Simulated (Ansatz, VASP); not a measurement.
# Au in VASP and in Ansatz

```
CELL_PARAMETERS angstrom
-1.58067 1.58067 1.58067
1.58067 -1.58067 1.58067
1.58067 1.58067 -1.58067
ATOMIC_POSITIONS crystal
Au 0.00000 0.00000 0.00000
```

Change from the starting cell: volume scaled by 0.95, LAPW.

Alike in both runs: task single point; functional LDA; k mesh 17 × 17 × 17; occupations fermi-dirac, width 0.1 eV; no spin polarisation.

|  | VASP | Ansatz |
| --- | --- | --- |
| version | VASP 6.6.1 | Ansatz 0.2.0 |
| potentials or method | VASP PAW LDA potentials, release 64 (Au), cutoff 520 eV | all-electron LAPW, scalar-relativistic |

Ansatz gave:

```
pressure (GPa) : 11.3
```

Problem. Estimate VASP's values.

Solution. Pressure (GPa): 11.9.

Ansatz ran all-electron here, so the differences hold the error of VASP's frozen core and of both bases.

Spin-orbit coupling is left out, which matters for the levels of Au.
